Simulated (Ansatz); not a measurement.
The system is TePb.

```
CELL_PARAMETERS angstrom
0.00000 3.23100 3.23100
3.23100 0.00000 3.23100
3.23100 3.23100 0.00000
ATOMIC_POSITIONS crystal
Pb 0.00000 0.00000 0.00000
Te 0.50000 0.50000 0.50000
```

Base run:

```yaml
Program: Ansatz 0.2.0
Functional: PBE
Potentials_or_basis: all-electron LAPW, scalar-relativistic
Cutoff: 179 eV (chosen from the basis error)
Basis_error_allowed: 0.001 eV/atom
k_mesh: 7 × 7 × 7
Occupations: gaussian, width 0.024 eV
Spin: no spin polarisation
```

Its results: pressure 2.1 GPa.

Q: The run is repeated on the same cell with these changes: functional from PBE to RPBE; occupations from gaussian, width 0.024 eV to gaussian, width 0.1 eV. What comes out?

A: Pressure 3.7 GPa.
